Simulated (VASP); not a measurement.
# BAs: relaxation of cell and atoms with PBEsol

BAs:

```
CELL_PARAMETERS angstrom
0.00000 2.38850 2.38850
2.38850 0.00000 2.38850
2.38850 2.38850 0.00000
ATOMIC_POSITIONS crystal
B 0.00000 0.00000 0.00000
As 0.25000 0.25000 0.25000
```

```yaml
Program: VASP 6.6.1
Task: relaxation of cell and atoms
Functional: PBEsol
Potentials_or_basis: VASP PAW PBE potentials, release 64 (B, As)
Cutoff: 600 eV
k_mesh: 10 × 10 × 10
Occupations: gaussian, width 0.03 eV
Spin: no spin polarisation
Further_INCAR_settings: ALGO = Normal; EDIFF = 1e-06; IBRION = 2; EDIFFG = -0.01; NSW = 90; ISIF = 3
```

- Pressure after relaxing: 0.1 GPa
- Band gap on the k mesh: 1.08 eV, indirect (least direct gap 3.24 eV)

Final structure:
```
B As
1.0
     0.00000    2.38850    2.38850
     2.38850    0.00000    2.38850
     2.38850    2.38850    0.00000
B As
1 1
Direct
  0.00000 0.00000 0.00000
  0.25000 0.25000 0.25000
```

Levels at points of the mesh, in eV from the valence-band top:
| k point | band 1 | band 2 | band 3 | band 4 | band 5 | band 6 | band 7 | band 8 |
| --- | --- | --- | --- | --- | --- | --- | --- | --- |
| (0.00, 0.00, 0.00) | -15.44 | 0.00 | 0.00 | 0.00 | 3.24 | 3.24 | 3.24 | 4.68 |
| (0.50, 0.00, 0.00) | -12.55 | -8.83 | -1.83 | -1.83 | 2.65 | 4.73 | 4.73 | 8.71 |
| (0.50, 0.50, 0.00) | -11.24 | -8.53 | -4.11 | -4.11 | 1.31 | 1.34 | 11.34 | 11.34 |

Run time: 6.3 s on 4 MPI ranks on AMD EPYC 7R13 Processor (Zen 3), on a shared host, peak memory 0.13 GiB a rank.

Caveat: the relaxation stopped at its first step, so nothing moved; the PAW data sets were made with another functional, which shifts forces and pressure a little. A k mesh can miss the band edges.
